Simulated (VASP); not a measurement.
**PtSe2 (strained 1T (CdI2) bulk), PBE single-point calculation: Ansatz's output and VASP's**

```xyz
3
Lattice="3.6541 0.0000 0.0000 -1.8270 3.1645 0.0000 0.0000 0.0000 5.5727" Properties=species:S:1:pos:R:3 pbc="T T T"
Pt    0.0000    0.0000    0.0000
Se    0.0000    2.1097    1.3410
Se    1.8270    1.0548    4.2317
```

Ansatz printed

```
SCF 1 converged in 7 iterations: F = -23462.268655 eV  dr2 = 2.16e-8
  greatest PAW one-centre occupation: 1.000 electrons in one spin orbital (limit 2), on the Pt atom at site 0 (counted from 0), in its partial waves of l = 0
NSCF: frozen V_eff on 8 k-points
SCF converged after 7 iterations
Free energy (F): -23462.268655 eV
Harris-Foulkes:  -23462.268655 eV  (|F-HF|=7.55e-8)
Internal energy: -23462.268614 eV  (E = F + TS)
E sigma→0 (E₀):  -23462.268635 eV
Entropy (-TS):   -0.000041 eV (-0.014 meV/atom)
Fermi energy:    12.153906 eV
--- Per-component energies (eV) ---
  E_band       = -1006.169650
  E_kinetic    = 875.702835
  E_local      = -7310.790448  (includes V_loc(G=0)·N_el)
  E_nonlocal   = -990.880282
  E_hartree    = 3386.480854
  E_xc         = -470.992220
  E_vxc        = -500.292579  (∫ρ·V_xc dr)
  E_paw        = -13277.666646  (= ΣΔE_a)
  E_vpaw       = 147.131690  (= ΣTr[D̂ρ^β])
  E_aug_tail   = -0.000962  (compensation charges beyond the density's cutoff)
  E_ewald      = -5674.121745
  E_smearing   = -0.000041  (= −TS)
  E_closure    = -0.000000  (closes the sum)
  Σ components = -23462.268655   (vs F -23462.268655, Δ=0.00e0)
--- Forces (eV/Å), atoms counted from 1 ---
  atom   1  Pt     0.00000000     0.00000000     0.00000000
  atom   2  Se    -0.00000000     0.00000000     0.17284651
  atom   3  Se     0.00000000    -0.00000000    -0.17284651
  max |Σ_I F_I| component: 1.16e-18 eV/Å
--- Stress (GPa, compression-positive) ---
        7.329538       0.000000      -0.000000
        0.000000       7.329538       0.000000
        0.000000       0.000000       2.815375
  P = ⅓ Tr σ = 5.8248 GPa (58.248 kbar)
--- Band table (eV; the first three rows and the last of 100) ---
  k-point 0: bands = ["-87.2700", "-41.4875", "-41.4875", "-41.4811", "-36.1702", "-36.1702", "-36.1682", "-36.1682", "-36.1496", "-36.1496", "-36.1463", "-36.1463", "-36.1394", "-36.1387", "-3.1586", "-0.9299", "5.2277", "6.0490", "6.0490", "8.2757", "8.2757", "9.5068", "11.3675", "11.3675", "12.0917", "14.0150", "14.0150", "16.3883", "16.4494"]
  k-point 1: bands = ["-87.2700", "-41.4875", "-41.4875", "-41.4810", "-36.1702", "-36.1702", "-36.1682", "-36.1682", "-36.1495", "-36.1495", "-36.1464", "-36.1464", "-36.1394", "-36.1388", "-3.0947", "-1.0722", "5.4838", "6.0542", "6.0542", "8.2731", "8.2731", "9.4925", "11.3072", "11.3072", "11.5939", "14.1271", "14.1271", "16.5326", "16.9657"]
  k-point 2: bands = ["-87.2700", "-41.4875", "-41.4875", "-41.4811", "-36.1701", "-36.1701", "-36.1683", "-36.1683", "-36.1493", "-36.1493", "-36.1466", "-36.1466", "-36.1393", "-36.1388", "-2.9409", "-1.3713", "6.0640", "6.0645", "6.0645", "8.2681", "8.2681", "9.4224", "10.7234", "11.1957", "11.1957", "14.3506", "14.3506", "16.8412", "17.9283"]
  k-point 99: bands = ["-87.2697", "-41.4970", "-41.4970", "-41.4800", "-36.1695", "-36.1691", "-36.1691", "-36.1679", "-36.1493", "-36.1476", "-36.1476", "-36.1472", "-36.1386", "-36.1386", "-1.2467", "-1.2467", "5.9786", "6.0386", "6.0386", "7.6914", "7.6914", "8.3233", "8.6663", "9.9351", "9.9351", "13.8361", "13.8361", "18.5021", "18.9422"]
```

The two codes use different PAW datasets and cutoffs. VASP's cell holds 22 valence electrons and Ansatz's 50. Ansatz's stress includes a Pulay correction; VASP's doesn't.

What does VASP give for the same cell and level of theory?

gap between bands v and c 0.07 eV; least direct gap 0.51 eV; pressure 5.8 GPa; largest force 0.18 eV/Å.

From OUTCAR

```
k-points           NKPTS =    100   k-points in BZ     NKDIM =    100   number of bands    NBANDS=     18

   NELECT =      22.0000    total number of electrons

   dimension x,y,z NGX =    28 NGY =   28 NGZ =   42
   dimension x,y,z NGXF=    56 NGYF=   56 NGZF=   84

  energy-cutoff  :      520.00
  volume of cell :       64.44
      direct lattice vectors                 reciprocal lattice vectors
     3.654077361  0.000000000  0.000000000     0.273666893  0.158001655  0.000000000
    -1.827038681  3.164523822  0.000000000     0.000000000  0.316003309  0.000000000
     0.000000000  0.000000000  5.572696900     0.000000000  0.000000000  0.179446329

 k-points in reciprocal lattice and weights: KPOINTS created by Atomic Simulation Env
   0.00000000  0.00000000  0.00000000       0.001
   0.08333333  0.00000000  0.00000000       0.007
   0.16666667  0.00000000  0.00000000       0.007
   0.25000000  0.00000000  0.00000000       0.007
   0.33333333  0.00000000  0.00000000       0.007
   0.41666667  0.00000000  0.00000000       0.007
   0.50000000  0.00000000  0.00000000       0.003
   0.08333333  0.08333333  0.00000000       0.007
   ...

 E-fermi :   5.7571

 k-point     1 :       0.0000    0.0000    0.0000
  band No.  band energies     occupation
      1      -9.5509      2.00000
      2      -7.3239      2.00000
      3      -1.1622      2.00000
      4      -0.3460      2.00000
      5      -0.3460      2.00000
      6       1.8788      2.00000
      7       1.8788      2.00000
      8       3.1102      2.00000
      9       4.9745      2.00000
     10       4.9745      2.00000
     11       5.6983      1.89960
     12       7.6187      0.00000
     13       7.6187      0.00000
     14       9.9915      0.00000
     15      10.0515      0.00000
     16      13.4658      0.00000
     17      13.4658      0.00000
     18      17.2721      0.00000

 k-point     2 :       0.0833    0.0000    0.0000
  band No.  band energies     occupation
      1      -9.4708      2.00000
      2      -7.3362      2.00000
      3      -1.0679      2.00000
      4      -0.3321      2.00000
      5      -0.2995      2.00000
      6       1.7736      2.00000
      7       1.8257      2.00000
      8       2.9896      2.00000
      9       4.6866      2.00000
     10       4.9448      2.00000
     11       5.6621      1.98283
     12       7.2545      0.00000
     13       7.5674      0.00000
     14      10.4599      0.00000
     15      10.6226      0.00000
     16      13.1597      0.00000
     17      13.7487      0.00000
     18      16.4283      0.00000

 k-point     3 :       0.1667    0.0000    0.0000
  band No.  band energies     occupation
      1      -9.2397      2.00000
      2      -7.3717      2.00000
      3      -0.8022      2.00000
      4      -0.2687      2.00000
      5      -0.1771      2.00000
      6       1.3772      2.00000
      7       1.7174      2.00000
      8       2.6754      2.00000
      9       4.2415      2.00000
     10       4.7853      2.00000
     11       5.2687      2.00000
     12       6.9599      0.00000
     13       7.5186      0.00000
     14      11.2373      0.00000
     15      11.4702      0.00000
     16      13.0180      0.00000
     17      14.4027      0.00000
     18      14.9275      0.00000

 k-point     4 :       0.2500    0.0000    0.0000
  band No.  band energies     occupation
      1      -8.8866      2.00000
      2      -7.4267      2.00000
      3      -0.4915      2.00000
      4      -0.0561      2.00000
      5      -0.0322      2.00000
      6       0.6562      2.00000
      7       1.6724      2.00000
      8       2.4171      2.00000
      9       3.8792      2.00000
     10       4.4171      2.00000
     11       4.5184      2.00000
     12       7.0107      0.00000
     13       7.5954      0.00000
     14      10.8125      0.00000
     15      12.2759      0.00000
     16      13.5058      0.00000
     17      14.3118      0.00000
     18      14.5867      0.00000

 k-point     5 :       0.3333    0.0000    0.0000
  band No.  band energies     occupation
      1      -8.4679      2.00000
      2      -7.4990      2.00000
      3      -0.6406      2.00000
      4       0.0625      2.00000
      5       0.2179      2.00000
      6       0.4625      2.00000
      7       1.8089      2.00000
      8       2.2847      2.00000
      9       3.3128      2.00000
     10       3.8895      2.00000
     11       3.9200      2.00000
     12       6.9589      0.00000
     13       7.7555      0.00000
     14      10.4351      0.00000
     15      12.0392      0.00000
     16      13.2274      0.00000
     17      14.1126      0.00000
     18      15.2299      0.00000

 ...

  Total        2.9403756      2.9403756      1.1258283      0.0000000      0.0000000      0.0000000
  in kB       73.1074883     73.1074883     27.9918260      0.0000000      0.0000000      0.0000000
  external PRESSURE =      58.0689342 kB  Pullay stress =       0.0000000 kB

 POSITION                                       TOTAL-FORCE (eV/Angst)
 -----------------------------------------------------------------------------------
      0.00000      0.00000      0.00000         0.000000      0.000000      0.000000
      0.00000      2.10968      1.34099         0.000000      0.000000      0.175086
      1.82704      1.05484      4.23171        -0.000000      0.000000     -0.175086
 -----------------------------------------------------------------------------------
    total drift:                               -0.000000      0.000000     -0.000000

  FREE ENERGIE OF THE ION-ELECTRON SYSTEM (eV)
  ---------------------------------------------------
  free  energy   TOTEN  =       -14.2009752314 eV

  energy  without entropy=      -14.2009263536  energy(sigma->0) =      -14.20095079
```
